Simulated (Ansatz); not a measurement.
## HgTe: experiment and calculation

**Measured values to compare with.**

From a printed reference work, data compilation, for a bulk crystal of HgTe at 300 K: lattice constant a 6.4623 Å.

From a printed reference work, monograph, for a bulk crystal of HgTe: bulk modulus 43 GPa.

The runs below are set against these values where they give the same quantity.

Method: DFT PBEsol, scalar-relativistic, plane waves, PAW in Ansatz.

Settings: cutoff 420 eV, Γ-centred mesh 12×12×12 on the computed 2-atom cell, Gaussian smearing of 0.10 eV; no spin polarisation.

Relaxed structure, symmetry kept:

```
Hg Te
1.0
     0.00000    3.25472    3.25472
     3.25472    0.00000    3.25472
     3.25472    3.25472    0.00000
Hg Te
1 1
Direct
  0.00000 0.00000 0.00000
  0.25000 0.25000 0.25000
```

```json
{"Space group": "F-43m (No. 216)", "Volume per atom": "34.48 Å³", "Formation energy from the elements' standard states (Br, Hg as crystals; uncorrected)": "-0.145 eV/atom", "Kohn–Sham band gap": "zero, with almost no states at the Fermi level", "Density of states at the Fermi level": "0.00 states/eV per cell (so small that it hangs on the mesh: a semimetal, or crossings between mesh points)", "Löwdin character within 0.5 eV of the Fermi level": "Te 5p 84 %, Hg 5d 9 %", "Bulk modulus": "42 GPa", "Its pressure derivative": "5.2", "Bader charges (e)": "Hg (1 in the cell) 0.08, Te (1 in the cell) -0.08"}
```

Spin-orbit coupling is left out, which matters for the bands of heavy elements.

Measured lattice constant a of HgTe: 6.4623 Å (300 K; a printed reference work, data compilation). This calculation gives 6.509 Å (+0.7 %). The calculation is for 0 K without zero-point motion. A measured bulk modulus of HgTe is 43 GPa (a printed reference work, monograph); the calculated 42 GPa misses it by -2.1 %.